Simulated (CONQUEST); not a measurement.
## Pb under changes of volume

One of the cells (30.323 Å³/atom); the others are scaled copies at fixed shape and fractional positions:

```xyz
2
Lattice="3.5002 0.0000 0.0000 0.0000 3.5002 0.0000 0.0000 0.0000 4.9500" Properties=species:S:1:pos:R:3 pbc="T T T"
Pb    0.0000    0.0000    0.0000
Pb    1.7501    1.7501    2.4750
```

```yaml
Program: CONQUEST 1.3
Functional: PBE
Potentials_or_basis: PseudoDojo NC PBE, DZP, grid of 36 × 36 × 48 points
k_mesh: 8 × 8 × 6
Occupations: fermi-dirac, width 0.05 eV
Spin: no spin polarisation
```

```csv
volume (Å³/atom),energy over the lowest point (meV/atom),pressure (GPa)
28.503,?,?
29.110,50.01,5.3
29.716,32.58,3.9
30.323,19.81,3.0
30.929,9.38,2.3
31.535,2.87,1.3
32.142,0.00,0.4
```

Task: What does the run at 28.503 Å³/atom give?

Result: Energy over the lowest point 72.87 meV/atom; pressure 6.9 GPa.

Worked out: A Birch-Murnaghan fit of order 3 (a polynomial in V^(-2/3)) to the other rows has its minimum at 32.39 Å³/atom, just outside them, with B0 = V·E''(V) = 47 GPa (rough, since the energies scatter). It gives 70.47 meV/atom at 28.503 Å³/atom, against the run's 72.87, and -dE/dV = 5.9 GPa, against 6.9.

Energies are extrapolated to zero smearing.

Caveats: the basis of atomic orbitals isn't converged, which shifts pressures, moduli and gaps; the real-space grid breaks the cell's symmetry a little (some runs).
